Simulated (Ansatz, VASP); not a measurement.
# Fe in VASP and in Ansatz

The input INCAR:

```
PREC     = Accurate       # precision mode
ENCUT    = 520            # plane-wave cutoff, eV
EDIFF    = 1E-6           # SCF threshold, eV
ISMEAR   = -1             # smearing method
SIGMA    = 0.1            # smearing width, eV
LREAL    = False          # projectors in reciprocal space
LASPH    = True           # aspherical terms in the spheres
NELM     = 100            # most SCF steps
ALGO     = Normal         # electronic algorithm
ISIF     = 2              # what is computed and relaxed
LWAVE    = False          # write WAVECAR
LCHARG   = False          # write CHGCAR
GGA      = PE             # functional
NBANDS   = 24             # bands
```

Contents of KPOINTS:

```
regular mesh
0
Gamma
  17 17 5
```

File POSCAR:

```
Fe
1.0
    2.5453869589      0.0000000000      0.0000000000
   -1.2726934795      2.2043697688      0.0000000000
    0.0000000000      0.0000000000      8.1931231552
Fe
4
Direct
    1.0000000000      1.0000000000      0.0000000000
    0.0000000000      0.0000000000      0.5000000000
    0.3333333333      0.6666666667      0.2500000000
    0.6666666667      0.3333333333      0.7500000000
```

Input for Ansatz:

```yaml
crystal:
  lattice:
    - [2.5453869589, 0.0, 0.0]
    - [-1.2726934795, 2.2043697688, 0.0]
    - [0.0, 0.0, 8.1931231552]
  atoms:
    - { symbol: Fe, position: [1.0, 1.0, 0.0] }
    - { symbol: Fe, position: [0.0, 0.0, 0.5] }
    - { symbol: Fe, position: [0.3333333333, 0.6666666667, 0.25] }
    - { symbol: Fe, position: [0.6666666667, 0.3333333333, 0.75] }
hamiltonian:
  xc: pbe
  pseudopotentials:
    kind: paw
    azcp:
      Fe: "pseudopotentials/Fe.paw.azcp"
basis:
  ecutwfc: 420
  fft_grid_basis: typed
kpoints:
  mp_grid: { grid: [17, 17, 5], shift: [0, 0, 0] }
magnetization:
  spin_polarized: false
scf:
  occupations: { method: fermi_dirac, width: 0.1 }
  lower_state_search: "off"
output:
  stress: true
```

Alike in both runs: task single point; functional PBE; k mesh 17 × 17 × 5; occupations fermi-dirac, width 0.1 eV; no spin polarisation.

```csv
,VASP,Ansatz
version,VASP 6.6.1,Ansatz 0.2.0
potentials or method,"VASP PAW PBE potentials, release 64 (Fe)","plane waves (420 eV) with PAW, scalar-relativistic"
plane-wave cutoff (eV),520,420
valence electrons in the cell,32,64
```

|  | VASP | Ansatz | Ansatz less VASP |
| --- | --- | --- | --- |
| pressure (GPa) | -25.0 | -24.8 | +0.20 |
| largest component of the traceless stress (GPa) | 0.35 | 0.30 | -0.043 |

The two sets of potentials don't hold the same shells in valence.

Caveats: so large a pressure means that the cell lies far from this level's equilibrium, or that cutoff or potentials fall short (VASP); the run has no spin polarisation, though such a crystal can be magnetic. Spin polarisation is off, so any magnetic state and its effect on volume and gap are missing.
